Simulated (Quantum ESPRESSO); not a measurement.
The system is BeS.

```xyz
2
Lattice="0.0000 2.4250 2.4250 2.4250 0.0000 2.4250 2.4250 2.4250 0.0000" Properties=species:S:1:pos:R:3 pbc="T T T"
S     3.6375    3.6375    3.6375
Be    0.0000    0.0000    0.0000
```

Base run:

```yaml
Program: Quantum ESPRESSO 7.5
Functional: PBE
Potentials_or_basis: GBRV 1.5 PBE
Cutoff: 612 eV
Density_cutoff: 4898 eV
k_mesh: 6 × 6 × 6, shifted
Occupations: fermi-dirac, width 0.05 eV
Spin: no spin polarisation
```

Its results: pressure 1.6 GPa; electronic dielectric tensor (diagonal) 5.27.

**Question.** The run is repeated on the same cell with these changes: functional from PBE to WC. What comes out?

**Answer.** Pressure -0.1 GPa; electronic dielectric tensor (diagonal) 5.37.

WC binds more tightly than PBE, so the same cell stands under less pressure.

Caveats: the potentials were made for another functional, which shifts forces and pressure (some runs).
